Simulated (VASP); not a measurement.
# SiC: band gap with a hybrid functional, by functional

SiC, F-43m (no. 216), 2 atoms in the cell.

| Functional | Gap, path and mesh (eV) | Direct gap, path and mesh (eV) | Gap on the mesh (eV) | Direct gap at Γ (eV) | Time (s) |
|---|---|---|---|---|---|
| HF with PBE correlation | 8.18 | 12.60 | 8.18 | 14.76 | 193 |
| B3PW91 (libxc) | 2.71 | 6.15 | 2.71 | 7.91 | 152 |
| X3LYP (libxc) | 3.11 | 6.53 | 3.11 | 8.21 | 165 |
| mPW1PW (libxc) | 3.00 | 6.51 | 3.00 | 8.29 | 182 |

## Input of the first row

INCAR.step1:
```
SYSTEM = SiC
PREC = Accurate
ENCUT = 450
EDIFF = 1E-5
ISMEAR = 0
SIGMA = 0.02
LREAL = .FALSE.
LASPH = .TRUE.
GGA_COMPAT = .FALSE.
ALGO = Normal
NELM = 150
ISIF = 2
LWAVE = .TRUE.
LCHARG = .FALSE.
GGA = PE
NBANDS = 11
KPAR = 4
```

INCAR.step2, as INCAR.step1 but for:
```
- EDIFF = 1E-5
- LWAVE = .TRUE.
+ EDIFF = 1E-6
+ LWAVE = .FALSE.
+ ISTART = 1
+ LHFCALC = .TRUE.
+ AEXX = 1.0
+ ALDAC = 1.0
+ AGGAC = 1.0
+ PRECFOCK = Fast
+ HFRCUT = -1
```

KPOINTS:
```
k-points
0
Gamma
  8 8 8
```

KPOINTS_OPT:
```
path GXWKGLUWLK,UX
6
line-mode
reciprocal
 0.0000000000  0.0000000000  0.0000000000  G
 0.5000000000  0.0000000000  0.5000000000  X

 0.5000000000  0.0000000000  0.5000000000  X
 0.5000000000  0.2500000000  0.7500000000  W

 0.5000000000  0.2500000000  0.7500000000  W
 0.3750000000  0.3750000000  0.7500000000  K

 0.3750000000  0.3750000000  0.7500000000  K
 0.0000000000  0.0000000000  0.0000000000  G

 0.0000000000  0.0000000000  0.0000000000  G
 0.5000000000  0.5000000000  0.5000000000  L

 0.5000000000  0.5000000000  0.5000000000  L
 0.6250000000  0.2500000000  0.6250000000  U

 0.6250000000  0.2500000000  0.6250000000  U
 0.5000000000  0.2500000000  0.7500000000  W

 0.5000000000  0.2500000000  0.7500000000  W
 0.5000000000  0.5000000000  0.5000000000  L

 0.5000000000  0.5000000000  0.5000000000  L
 0.3750000000  0.3750000000  0.7500000000  K

 0.6250000000  0.2500000000  0.6250000000  U
 0.5000000000  0.0000000000  0.5000000000  X
```

POSCAR:
```
SiC
1.0
    0.0000000000      2.1790000000      2.1790000000
    2.1790000000      0.0000000000      2.1790000000
    2.1790000000      2.1790000000      0.0000000000
Si C
1 1
Direct
    0.0000000000      0.0000000000      0.0000000000
    0.7500000000      0.7500000000      0.7500000000
```

Commands (each step's output is kept before the next begins):
```
cat potpaw_PBE.64/Si/POTCAR potpaw_PBE.64/C/POTCAR > POTCAR
cp INCAR.step1 INCAR
mpirun -np 4 vasp_std > vasp.out
cp INCAR.step2 INCAR
mpirun -np 4 vasp_std > vasp.out
```

Changes of the last row against the first:
```
(step 2)
- GGA = PE
- AEXX = 1.0
- ALDAC = 1.0
- AGGAC = 1.0
+ GGA = LIBXC
+ LIBXC1 = HYB_GGA_XC_MPW1PW
+ AEXX = 0.25
```

VASP 6.6.1 took 193 s on 4 cores (Intel Xeon 6975P-C (Granite Rapids)), a shared host.
